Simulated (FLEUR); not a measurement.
# Co (P-3m1) in FLEUR: settings compared, part 2 of 2

FLEUR MaX-R8.1 (later development tree). Earlier steps stand in the parts before.

## (3) Band structure, TPSS, collinear spin, ferromagnetic start

inp.xml

```xml
<?xml version="1.0" encoding="UTF-8" standalone="no"?>
<fleurInput fleurInputVersion="0.39">
   <comment>
      Co                                                                                                  
   </comment>
   <calculationSetup>
      <cutoffs Kmax="4.67" Gmax="14.5" GmaxXC="14.5" numbands="0"/>
      <scfLoop itmax="80" minDistance="0.0001" maxIterBroyd="30" imix="Anderson" alpha="0.05" precondParam="0.0" spinf="2.0" sdNocoIR="T"/>
      <coreElectrons ctail="F" frcor="F" kcrel="0" coretail_lmax="0"/>
      <xcFunctional name="LibXC" relativisticCorrections="F">
         <LibXCName exchange="mgga_x_tpss" correlation="mgga_c_tpss"/>
         <AuxGGA exchange="117" correlation="130"/>
      </xcFunctional>
      <magnetism jspins="2"/>
      <soc l_soc="F" theta="0.0" phi="0.0" spav="F"/>
      <expertModes spex="0" secvar="F"/>
      <geometryOptimization l_f="F" forcealpha="1.0" forcemix="BFGS" epsdisp="0.00001" epsforce="0.00001"/>
      <ldaU l_linMix="F" mixParam="0.05" spinf="1.0"/>
   </calculationSetup>
   <cell>
      <bzIntegration valenceElectrons="34.0" mode="hist" fermiSmearingEnergy="0.00183747">
         <kPointListSelection listName="default-1"/>
         <!-- k-points included here -->
         <xi:include xmlns:xi="http://www.w3.org/2001/XInclude" href="kpts.xml"> </xi:include>
      </bzIntegration>
      <!-- symmetry operations included here -->
      <xi:include xmlns:xi="http://www.w3.org/2001/XInclude" href="sym.xml"> </xi:include>
      <bulkLattice scale="1.0">
         <bravaisMatrix>
            <row-1>    4.7004383834322416     0.0000000000000000     0.0000000000000000</row-1>
            <row-2>   -2.3502191917161208     4.0706990489911368     0.0000000000000000</row-2>
            <row-3>    0.0000000000000000     0.0000000000000000     7.6785043263879400</row-3>
         </bravaisMatrix>
      </bulkLattice>
   </cell>
   <atomSpecies>
      <species name="Cobalt (Co2.000" element="Co" atomicNumber="27">
         <mtSphere radius="2.1" gridPoints="701" logIncrement="0.017"/>
         <atomicCutoffs lmax="8" lnonsphr="8"/>
         <electronConfig flipSpins="F">
            <coreConfig>(1s1/2) (2s1/2) (2p1/2) (2p3/2)</coreConfig>
            <valenceConfig>(3s1/2) (3p1/2) (3p3/2) (4s1/2) (3d3/2) (3d5/2)</valenceConfig>
            <stateOccupation state="(3d3/2)" spinUp="1.5" spinDown="1.3"/>
            <stateOccupation state="(3d5/2)" spinUp="3.0" spinDown="1.2"/>
         </electronConfig>
         <energyParameters s="4" p="4" d="3" f="4"/>
         <lo type="SCLO" l="0" n="3" eDeriv="0"/>
         <lo type="SCLO" l="1" n="3" eDeriv="0"/>
         <lo type="SCLO" l="1" n="3" eDeriv="1"/>
         <lo type="SCLO" l="2" n="3" eDeriv="2"/>
         <lo type="SCLO" l="3" n="4" eDeriv="2"/>
      </species>
   </atomSpecies>
   <atomGroups>
      <atomGroup species="Cobalt (Co2.000">
         <relPos label="                   1">1.000/3.000 -1.000/3.000 -.2598610000</relPos>
         <relPos label="                   2">-1.000/3.000 1.000/3.000 .2598610000</relPos>
         <force calculate="T" relaxXYZ="TTT"/>
      </atomGroup>
   </atomGroups>
   <output dos="F" band="F" slice="F">
      <checks vchk="F" cdinf="F"/>
      <bandDOS minEnergy="-.5*Htr" maxEnergy="0.5*Htr" sigma="0.015" storeEVData="T"/>
      <vacuumDOS vacdos="F" integ="F" star="F" nstars="0" locx1="0.0" locy1="0.0" locx2="0.0" locy2="0.0" nstm="0" tworkf="0.0"/>
      <unfoldingBand unfoldBand="F" supercellX="1" supercellY="1" supercellZ="1"/>
      <plotting iplot="0" polar="F">
         <plot TwoD="T" vec1="  1.0  0.0  0.0" vec2="  0.0  1.0  0.0" vec3="  0.0  0.0  1.0" zero="  0.0  0.0  0.0" file="plot"/>
      </plotting>
      <chargeDensitySlicing numkpt="0" minEigenval="0.0" maxEigenval="0.0" nnne="0" pallst="F"/>
      <specialOutput eonly="F"/>
      <moessbauerParams electricFieldGradient="T" isomerShift="T" coreHyperfine="T" valenceHyperfine="T"/>
      <magneticCircularDichroism mcd="F" energyLo="-10.0" energyUp="0.0"/>
   </output>
  <!-- We include the file relax.xml here to enable relaxations (see documentation) -->
  <xi:include xmlns:xi="http://www.w3.org/2001/XInclude" href="relax.xml"> <xi:fallback/> </xi:include>
</fleurInput>
```

crystal.txt

```
Co
&input cartesian=F /
2.4873648738  0.0000000000  0.0000000000
-1.2436824369  2.1541211692  0.0000000000
0.0000000000  0.0000000000  4.0632895034
1.8897261246
1.0 1.0 1.0

2
27 0.3333333333  0.6666666667  0.7401390000 : 2.000
27 0.6666666666  0.3333333334  0.2598610000 : 2.000

&kpt div1=12 div2=12 div3=7 gamma=T /
```

inp.xml (bands)

```
<?xml version="1.0" encoding="UTF-8" standalone="no"?>
<fleurInput fleurInputVersion="0.39">
   <comment>
      Co                                                                                                  
   </comment>
   <calculationSetup>
      <cutoffs Kmax="4.67" Gmax="14.5" GmaxXC="14.5" numbands="0"/>
      <scfLoop itmax="80" minDistance="0.0001" maxIterBroyd="30" imix="Anderson" alpha="0.05" precondParam="0.0" spinf="2.0" sdNocoIR="T"/>
      <coreElectrons ctail="F" frcor="F" kcrel="0" coretail_lmax="0"/>
      <xcFunctional name="LibXC" relativisticCorrections="F">
         <LibXCName exchange="mgga_x_tpss" correlation="mgga_c_tpss"/>
         <AuxGGA exchange="117" correlation="130"/>
      </xcFunctional>
      <magnetism jspins="2"/>
      <soc l_soc="F" theta="0.0" phi="0.0" spav="F"/>
      <expertModes spex="0" secvar="F"/>
      <geometryOptimization l_f="F" forcealpha="1.0" forcemix="BFGS" epsdisp="0.00001" epsforce="0.00001"/>
      <ldaU l_linMix="F" mixParam="0.05" spinf="1.0"/>
   </calculationSetup>
   <cell>
      <bzIntegration valenceElectrons="34.0" mode="hist" fermiSmearingEnergy="0.00183747">
         <kPointListSelection listName="path-1"/>
         <!-- k-points included here -->
         <xi:include xmlns:xi="http://www.w3.org/2001/XInclude" href="kpts.xml"> </xi:include>
      </bzIntegration>
      <!-- symmetry operations included here -->
      <xi:include xmlns:xi="http://www.w3.org/2001/XInclude" href="sym.xml"> </xi:include>
      <bulkLattice scale="1.0">
         <bravaisMatrix>
            <row-1>    4.7004383834322416     0.0000000000000000     0.0000000000000000</row-1>
            <row-2>   -2.3502191917161208     4.0706990489911368     0.0000000000000000</row-2>
            <row-3>    0.0000000000000000     0.0000000000000000     7.6785043263879400</row-3>
         </bravaisMatrix>
      </bulkLattice>
   </cell>
   <atomSpecies>
      <species name="Cobalt (Co2.000" element="Co" atomicNumber="27">
         <mtSphere radius="2.1" gridPoints="701" logIncrement="0.017"/>
         <atomicCutoffs lmax="8" lnonsphr="8"/>
         <electronConfig flipSpins="F">
            <coreConfig>(1s1/2) (2s1/2) (2p1/2) (2p3/2)</coreConfig>
            <valenceConfig>(3s1/2) (3p1/2) (3p3/2) (4s1/2) (3d3/2) (3d5/2)</valenceConfig>
            <stateOccupation state="(3d3/2)" spinUp="1.5" spinDown="1.3"/>
            <stateOccupation state="(3d5/2)" spinUp="3.0" spinDown="1.2"/>
         </electronConfig>
         <energyParameters s="4" p="4" d="3" f="4"/>
         <lo type="SCLO" l="0" n="3" eDeriv="0"/>
         <lo type="SCLO" l="1" n="3" eDeriv="0"/>
         <lo type="SCLO" l="1" n="3" eDeriv="1"/>
         <lo type="SCLO" l="2" n="3" eDeriv="2"/>
         <lo type="SCLO" l="3" n="4" eDeriv="2"/>
      </species>
   </atomSpecies>
   <atomGroups>
      <atomGroup species="Cobalt (Co2.000">
         <relPos label="                   1">1.000/3.000 -1.000/3.000 -.2598610000</relPos>
         <relPos label="                   2">-1.000/3.000 1.000/3.000 .2598610000</relPos>
         <force calculate="T" relaxXYZ="TTT"/>
      </atomGroup>
   </atomGroups>
   <output dos="F" band="T" slice="F">
      <checks vchk="F" cdinf="F"/>
      <bandDOS minEnergy="-.5*Htr" maxEnergy="0.5*Htr" sigma="0.015" storeEVData="T"/>
      <vacuumDOS vacdos="F" integ="F" star="F" nstars="0" locx1="0.0" locy1="0.0" locx2="0.0" locy2="0.0" nstm="0" tworkf="0.0"/>
      <unfoldingBand unfoldBand="F" supercellX="1" supercellY="1" supercellZ="1"/>
      <plotting iplot="0" polar="F">
         <plot TwoD="T" vec1="  1.0  0.0  0.0" vec2="  0.0  1.0  0.0" vec3="  0.0  0.0  1.0" zero="  0.0  0.0  0.0" file="plot"/>
      </plotting>
      <chargeDensitySlicing numkpt="0" minEigenval="0.0" maxEigenval="0.0" nnne="0" pallst="F"/>
      <specialOutput eonly="F"/>
      <moessbauerParams electricFieldGradient="T" isomerShift="T" coreHyperfine="T" valenceHyperfine="T"/>
      <magneticCircularDichroism mcd="F" energyLo="-10.0" energyUp="0.0"/>
   </output>
  <!-- We include the file relax.xml here to enable relaxations (see documentation) -->
  <xi:include xmlns:xi="http://www.w3.org/2001/XInclude" href="relax.xml"> <xi:fallback/> </xi:include>
</fleurInput>
```

Potentials or basis: all-electron, FLAPW.

Launch:

```
$ inpgen -f crystal.txt -profile fastHighL
$ # inp.xml edited to the form shown
$ fleur_MPI
$ fleur_MPI   # second run, on inp.xml (bands)
```

Wall time 2.4 min (1 thread of Arm Neoverse V2, shared host); peak memory 0.12 GiB.

Results (log left out):

```
Free energy                                           : -75848.3615 eV
Band gap along the path                               : none (metal or under the smearing width)
Net moment                                            : 3.34 μB per cell
Site moments                                          : Co +1.75 μB
Valence electrons inside the program's atomic spheres : Co 15.50 (radii Co 2.1 bohr)
```

Levels at the corners of the path, in eV from the Fermi level:
Spin up:
| point | band 16 | band 17 | band 18 | band 19 | band 20 | band 21 |
| --- | --- | --- | --- | --- | --- | --- |
| Γ | -2.07 | -2.07 | -0.98 | -0.98 | -0.39 | 6.01 |
| M | -0.83 | -0.82 | -0.62 | 1.15 | 3.19 | 9.27 |
| K | -1.08 | -1.08 | -1.02 | 4.33 | 5.19 | 5.19 |
| Γ | -2.07 | -2.07 | -0.98 | -0.98 | -0.39 | 6.01 |
| A | -2.77 | -1.42 | -1.42 | -1.18 | -1.18 | 13.93 |
| L | -1.16 | -0.76 | -0.69 | 1.27 | 1.54 | 6.94 |
| H | -1.96 | -0.92 | -0.92 | 5.58 | 5.58 | 6.97 |
| A | -2.77 | -1.42 | -1.42 | -1.18 | -1.18 | 13.93 |
| L | -1.16 | -0.76 | -0.69 | 1.27 | 1.54 | 6.94 |
| M | -0.83 | -0.82 | -0.62 | 1.15 | 3.19 | 9.27 |
| K | -1.08 | -1.08 | -1.02 | 4.33 | 5.19 | 5.19 |
| H | -1.96 | -0.92 | -0.92 | 5.58 | 5.58 | 6.97 |
Spin down:
```
point  band 11  band 12  band 13  band 14  band 15  band 16  band 17  band 18  band 19  band 20
    Γ    -1.10    -0.96    -0.96    -0.68    -0.68    -0.37    -0.04    -0.04     1.10     1.10
    M    -3.33    -1.93    -1.09    -1.07    -0.65     1.24     1.32     1.43     2.53     4.27
    K    -2.92    -2.71    -1.38    -1.38    -0.36     0.91     0.91     1.09     5.24     6.04
    Γ    -1.10    -0.96    -0.96    -0.68    -0.68    -0.37    -0.04    -0.04     1.10     1.10
    A    -1.85    -1.38    -1.07    -1.07    -0.98    -0.98     0.73     0.73     0.79     0.79
    L    -2.63    -2.23    -0.24     0.13     0.19     0.24     1.33     1.35     1.95     2.34
    H    -2.59    -2.50    -1.75    -1.75    -0.44     0.07     1.09     1.09     6.30     6.30
    A    -1.85    -1.38    -1.07    -1.07    -0.98    -0.98     0.73     0.73     0.79     0.79
    L    -2.63    -2.23    -0.24     0.13     0.19     0.24     1.33     1.35     1.95     2.34
    M    -3.33    -1.93    -1.09    -1.07    -0.65     1.24     1.32     1.43     2.53     4.27
    K    -2.92    -2.71    -1.38    -1.38    -0.36     0.91     0.91     1.09     5.24     6.04
    H    -2.59    -2.50    -1.75    -1.75    -0.44     0.07     1.09     1.09     6.30     6.30
```

Core levels (eV from the Fermi level):
```
atom                                                   levels
1 Co  1s1/2 -7585.3, 2s1/2 -892.4, 2p1/2 -772.9, 2p3/2 -758.1
2 Co  1s1/2 -7585.3, 2s1/2 -892.4, 2p1/2 -772.9, 2p3/2 -758.1
```

Caveat: the meta-GGA is that of a development version, with a GGA for the radial functions and cores and without core tails.
